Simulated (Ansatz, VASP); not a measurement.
## MgO: VASP beside Ansatz

File INCAR:

```
SYSTEM = MgO
PREC = Accurate
ENCUT = 520
EDIFF = 1E-7
ISMEAR = 0
SIGMA = 0.05
LREAL = .FALSE.
LASPH = .TRUE.
NELM = 60
ALGO = Normal
ISIF = 2
LWAVE = .FALSE.
LCHARG = .FALSE.
GGA = PS
NBANDS = 11
```

File KPOINTS:

```
regular mesh
0
G
  10 10 10
  0 0 0
```

Contents of POSCAR:

```
MgO
1.0
    0.0000000000      2.1351500000      2.1351500000
    2.1351500000      0.0000000000      2.1351500000
    2.1351500000      2.1351500000      0.0000000000
Mg O
1 1
Direct
    0.0000000000      0.0000000000      0.0000000000
    0.5000000000      0.5000000000      0.5082793572
```

Input for Ansatz:

```yaml
crystal:
  lattice:
    - [0.0, 2.13515, 2.13515]
    - [2.13515, 0.0, 2.13515]
    - [2.13515, 2.13515, 0.0]
  atoms:
    - { symbol: Mg, position: [0.0, 0.0, 0.0] }
    - { symbol: O, position: [0.5, 0.5, 0.5082793572] }
basis:
  ecutwfc: 420
kpoints:
  mp_grid: { grid: [10, 10, 10] }
hamiltonian:
  xc: pbesol
scf:
  occupations: { method: gaussian, width: 0.05 }
output:
  forces: true
  stress: true
  eigenvalues: true
```

Change from the starting cell: all O atoms moved +0.025 Å, as atom 2 along Cartesian [1 1 0].

Alike in both runs: task single point; functional PBEsol; k mesh 10 × 10 × 10; occupations gaussian, width 0.05 eV; no spin polarisation.

```csv
,VASP,Ansatz
version,VASP 6.6.1,Ansatz 0.2.0
potentials or method,"VASP PAW PBE potentials, release 64 (Mg, O)","scalar-relativistic, plane waves, PAW"
plane-wave cutoff (eV),520,420
valence electrons in the cell,8,16
```

Ansatz gave:

| Quantity | Value |
| --- | --- |
| gap on the k mesh at the Fermi level (eV) | 4.25 |
| least direct gap on the mesh (eV) | 4.25 |
| pressure (GPa) | -5.7 |
| largest component of the traceless stress (GPa) | 0.06 |
| rms of the force components (eV/Å) | 0.063 |

**Question.** What did VASP give for the same quantities?

**Answer.** gap on the k mesh at the Fermi level (eV): 4.25; least direct gap on the mesh (eV): 4.25; pressure (GPa): -6.3; largest component of the traceless stress (GPa): 0.06; rms of the force components (eV/Å): 0.064.

Atom by atom the forces differ by 0.001 eV/Å (rms over components). The two sets of potentials don't hold the same shells in valence.

Caveats: the PAW data sets were made with another functional, which shifts forces and pressure a little (VASP).
